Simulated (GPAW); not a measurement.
Set up this calculation in GPAW 26.7.0, as an ASE script.

| Quantity | Value |
| --- | --- |
| Task | single point |
| Functional | PBE |
| Potentials or basis | GPAW PAW data sets (gpaw-data 1.2.1) |
| Cutoff | 800 eV |
| Basis | pw |
| k mesh | 10 × 10 × 10 |
| Occupations | gaussian, width 0.013 eV |
| Spin | no spin polarisation |
| Maxiter | 150 |

The structure of CdO (Monteponite) lies in POSCAR:

```
CdO
1.0
    0.0000000000      2.3495000000      2.3495000000
    2.3495000000      0.0000000000      2.3495000000
    2.3495000000      2.3495000000      0.0000000000
Cd O
1 1
Direct
    0.0000000000      0.0000000000      0.0000000000
    0.5000000000      0.5000000000      0.5000000000
```

These files were run (other wordings do the same):

run.py

```python
from ase.dft.bandgap import bandgap
from ase.io import read, write
from ase.units import Bohr, GPa
from gpaw import GPAW, PW
from gpaw.elf import elf_from_dft_calculation

atoms = read('POSCAR')

calc = GPAW(mode=PW(800),
            xc='PBE',
            kpts={'size': (10, 10, 10), 'gamma': True},
            occupations={'name': 'methfessel-paxton', 'order': 0, 'width': 0.013000000000000001},
            nbands=18,
            convergence={'density': 1e-05, 'energy': 1e-05},
            maxiter=150,
            txt='gpaw.txt')
atoms.calc = calc
energy = atoms.get_potential_energy()
forces = atoms.get_forces()
stress = atoms.get_stress()
calc.write('gs.gpw')
write('result.traj', atoms)
print(f'Energy: {energy:.6f} eV')
print('Forces (eV/A):')
print(forces.round(4))
print('Stress (GPa):', (stress / GPa).round(3))
print('Fermi level:', round(calc.get_fermi_level(), 4), 'eV')
print(f'Gap: {bandgap(calc)[0]:.4f} eV, direct: {bandgap(calc, direct=True)[0]:.4f} eV')

# fields on the real-space grid
write('density.cube', atoms, data=calc.get_pseudo_density() * Bohr**3)
write('potential.cube', atoms, data=calc.get_electrostatic_potential())
write('elf.cube', atoms, data=elf_from_dft_calculation(calc).data)
```

Potentials or basis: GPAW PAW data sets (gpaw-data 1.2.1), pw.

The run is started by

```sh
$ OMP_NUM_THREADS=1 python run.py
```

It gave:

| Property | Result |
| --- | --- |
| Pressure | 5.5 GPa |
| Band gap on the k mesh | none (metal or under the smearing width) |

Caveat: this crystal is a semiconductor, whose small gap the functional closes, so the metal is an error of the method.

Run time: 28 s on 1 thread of Arm Neoverse V1, with other jobs on the host, peak memory 0.17 GiB.
